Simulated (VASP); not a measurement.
Write the native input for VASP 6.6.1 that does the following.

- Task: relaxation of cell and atoms
- Functional: r2SCAN
- Potentials or basis: VASP PAW PBE potentials, release 64 (C)
- Cutoff: 520 eV
- k mesh: 15 × 15 × 6
- Occupations: gaussian, width 0.02 eV
- Spin: no spin polarisation
- Further INCAR settings: ALGO = Normal; EDIFF = 1e-07; IBRION = 2; EDIFFG = -0.002; NSW = 80; ISIF = 3

The structure of C lies in POSCAR:

```
C
1.0
    2.4560000000      0.0000000000      0.0000000000
   -1.2280000000      2.1269583900      0.0000000000
    0.0000000000      0.0000000000      6.6960000000
C
4
Direct
    0.0000000000      0.0000000000      0.7500000000
    0.0000000000      0.0000000000      0.2500000000
    0.3333333300      0.6666666700      0.7500000000
    0.6666666700      0.3333333300      0.2500000000
```

One way to write it, as run:

INCAR

```
PREC = Accurate
ENCUT = 520
EDIFF = 1E-7
ISMEAR = 0
SIGMA = 0.02
LREAL = F
LASPH = T
NELM = 60
ALGO = Normal
ISIF = 3
LWAVE = F
LCHARG = F
METAGGA = R2SCAN
LMIXTAU = T
IBRION = 2
NSW = 80
EDIFFG = -0.002
```

KPOINTS

```
regular mesh
0
Gamma
  15 15 6
```

Potentials or basis: VASP PAW PBE potentials, release 64 (C).

Launch:

```sh
$ cat potpaw_PBE.64/C/POTCAR > POTCAR
$ mpirun -np 1 vasp_std > vasp.out
```

Results of the run:

```yaml
Relaxed_volume: 9.17 Å³/atom
Relaxed_cell: a = 2.458 Å, b = 2.458 Å, c = 7.009 Å, α = 90.00°, β = 90.00°, γ = 120.00°
Space_group_after_relaxing_to_0.05_Å: P6_3/mmc (No. 194)
Energy_gained_by_relaxing: 1.8 meV/atom
Ionic_steps: 11
Pressure_after_relaxing: 0.0 GPa
Band_gap_on_the_k_mesh: none (metal or under the smearing width)
```

Caveat: the PAW data sets were made with another functional, which shifts forces and pressure a little.

It took 11 min on 1 thread of Intel(R) Xeon(R) 6975P-C (Granite Rapids), on a shared host, peak memory 0.17 GiB.
